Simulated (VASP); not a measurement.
# A VASP 6.6.1 single-point calculation on KCl

INCAR

```
GGA = PE
LWAVE = .FALSE.
SIGMA = 0.1
PREC = Accurate
LREAL = .FALSE.
LASPH = .TRUE.
LCHARG = .FALSE.
EDIFF = 1E-9
NBANDS = 12
NELM = 59
NSW = 0
IBRION = -1
ISIF = 2
ISMEAR = 1
ENCUT = 520
```

KPOINTS

```
KPOINTS created by Atomic Simulation Environment
0
Gamma
6 6 6
0 0 0
```

POSCAR

```
K  Cl
 1.0000000000000000
     0.0000000000000000    3.5072828303999999    3.4722100021000002
     3.5072828303999999    0.0000000000000000    3.4722100021000002
     3.5072828303999999    3.5072828303999999    0.0000000000000000
 K   Cl
   1   1
Cartesian
  0.0000000000000000  0.0000000000000000  0.0000000000000000
  1.7536414151999999  1.7536414151999999  1.7361050010500001
```

The recommended PBE PAW datasets give the neutral cell 16 valence electrons.

Command

```
mpirun -np 1 vasp_std
```

OSZICAR

```
N       E                     dE             d eps       ncg     rms          rms(c)
DAV:   1     0.108300682661E+03    0.10830E+03   -0.69156E+03   720   0.115E+03
DAV:   2     0.174373545054E+01   -0.10656E+03   -0.98541E+02   904   0.258E+02
DAV:   3    -0.672762898605E+01   -0.84714E+01   -0.84315E+01   928   0.690E+01
DAV:   4    -0.708627982773E+01   -0.35865E+00   -0.35795E+00  1352   0.124E+01
DAV:   5    -0.708726946239E+01   -0.98963E-03   -0.98958E-03   920   0.706E-01    0.351E+00
DAV:   6    -0.662085363523E+01    0.46642E+00   -0.84849E-01   860   0.468E+00    0.277E+00
DAV:   7    -0.657945389974E+01    0.41400E-01   -0.21804E-01   900   0.261E+00    0.165E+00
DAV:   8    -0.660229350564E+01   -0.22840E-01   -0.28198E-02  1004   0.139E+00    0.264E-01
DAV:   9    -0.660514039090E+01   -0.28469E-02   -0.24464E-03   932   0.305E-01    0.162E-01
DAV:  10    -0.660776574204E+01   -0.26254E-02   -0.17507E-03   752   0.327E-01    0.199E-02
DAV:  11    -0.660781503273E+01   -0.49291E-04   -0.45514E-05   980   0.534E-02    0.869E-03
DAV:  12    -0.660782845200E+01   -0.13419E-04   -0.12618E-05   788   0.342E-02    0.464E-03
DAV:  13    -0.660782875263E+01   -0.30063E-06   -0.15191E-06   940   0.122E-02    0.156E-03
DAV:  14    -0.660782879541E+01   -0.42782E-07   -0.10999E-07   836   0.321E-03    0.759E-04
DAV:  15    -0.660782880428E+01   -0.88730E-08   -0.37391E-08   856   0.159E-03    0.289E-04
DAV:  16    -0.660782883710E+01   -0.32815E-07   -0.81407E-09   800   0.924E-04    0.521E-05
DAV:  17    -0.660782883759E+01   -0.49204E-09   -0.32523E-10   720   0.197E-04
   1 F= -.66078288E+01 E0= -.66116988E+01  d E =0.116100E-01
```

From OUTCAR

```
k-points           NKPTS =     30   k-points in BZ     NKDIM =     30   number of bands    NBANDS=     12

   NELECT =      16.0000    total number of electrons

   dimension x,y,z NGX =    40 NGY =   40 NGZ =   40
   dimension x,y,z NGXF=    80 NGYF=   80 NGZF=   80

  energy-cutoff  :      520.00
  volume of cell :       85.42
      direct lattice vectors                 reciprocal lattice vectors
     0.000000000  3.507282830  3.472210002    -0.142560502  0.142560502  0.144000507
     3.507282830  0.000000000  3.472210002     0.142560502 -0.142560502  0.144000507
     3.507282830  3.507282830  0.000000000     0.142560502  0.142560502 -0.144000507

 k-points in reciprocal lattice and weights: KPOINTS created by Atomic Simulation Env
   0.00000000  0.00000000  0.00000000       0.005
   0.16666667  0.00000000  0.00000000       0.037
   0.33333333 -0.00000000  0.00000000       0.037
   0.50000000 -0.00000000  0.00000000       0.019
   0.16666667  0.16666667  0.00000000       0.009
   0.33333333  0.16666667  0.00000000       0.037
   0.50000000  0.16666667  0.00000000       0.037
  -0.33333333  0.16666667  0.00000000       0.037
   ...

 E-fermi :  -3.1203

 k-point     1 :       0.0000    0.0000    0.0000
  band No.  band energies     occupation
      1     -30.4019      2.00000
      2     -14.9373      2.00000
      3     -13.9000      2.00000
      4     -13.8990      2.00000
      5     -13.8990      2.00000
      6      -3.2282      2.06304
      7      -3.2282      2.06304
      8      -3.2275      2.06211
      9       1.6092      0.00000
     10       6.1666      0.00000
     11       6.2356      0.00000
     12       7.1981      0.00000

 k-point     2 :       0.1667    0.0000    0.0000
  band No.  band energies     occupation
      1     -30.4011      2.00000
      2     -14.9911      2.00000
      3     -13.9023      2.00000
      4     -13.9018      2.00000
      5     -13.8404      2.00000
      6      -3.3240      2.01416
      7      -3.2209      2.05139
      8      -3.2190      2.04733
      9       2.0432      0.00000
     10       5.9086      0.00000
     11       5.9590      0.00000
     12       6.8732      0.00000

 k-point     3 :       0.3333   -0.0000    0.0000
  band No.  band energies     occupation
      1     -30.3996      2.00000
      2     -15.0838      2.00000
      3     -13.9075      2.00000
      4     -13.9074      2.00000
      5     -13.7383      2.00000
      6      -3.4745      2.00001
      7      -3.2069      2.01017
      8      -3.2023      1.98990
      9       3.0438      0.00000
     10       5.5141      0.00000
     11       5.7522      0.00000
     12       5.7931      0.00000

 k-point     4 :       0.5000   -0.0000    0.0000
  band No.  band energies     occupation
      1     -30.3988      2.00000
      2     -15.1248      2.00000
      3     -13.9102      2.00000
      4     -13.9101      2.00000
      5     -13.6930      2.00000
      6      -3.5334      2.00000
      7      -3.2004      1.98052
      8      -3.1944      1.94678
      9       4.1187      0.00000
     10       4.2634      0.00000
     11       5.7677      0.00000
     12       5.8087      0.00000

 ...

  Total        0.2183646      0.2183646      0.2137086      0.0000000     -0.0000000      0.0000000
  in kB        4.0955781      4.0955781      4.0082523      0.0000000     -0.0000000      0.0000000
  external PRESSURE =       4.0664695 kB  Pullay stress =       0.0000000 kB

 POSITION                                       TOTAL-FORCE (eV/Angst)
 -----------------------------------------------------------------------------------
      0.00000      0.00000      0.00000        -0.000000     -0.000000      0.000000
      1.75364      1.75364      1.73611         0.000000      0.000000     -0.000000
 -----------------------------------------------------------------------------------
    total drift:                               -0.000000     -0.000000     -0.000000

  FREE ENERGIE OF THE ION-ELECTRON SYSTEM (eV)
  ---------------------------------------------------
  free  energy   TOTEN  =        -6.6078288376 eV

  energy  without entropy=       -6.6194388073  energy(sigma->0) =       -6.61169883
```

It converged. Results: gap between bands v and c on the k mesh 4.79 eV; least direct gap on the k mesh 4.84 eV; pressure 0.4 GPa. Band v is the last that the valence electrons fill when counted band by band, and c is the next.

For comparison, a separate PBE run of the intended cell, on usual settings and not on those above, gives a gap of 4.79 eV on its mesh and a pressure of 0.4 GPa.

The run above took about 62 s on one core of a shared host (Intel Xeon Platinum 8488C) and held 0.24 GiB at most.
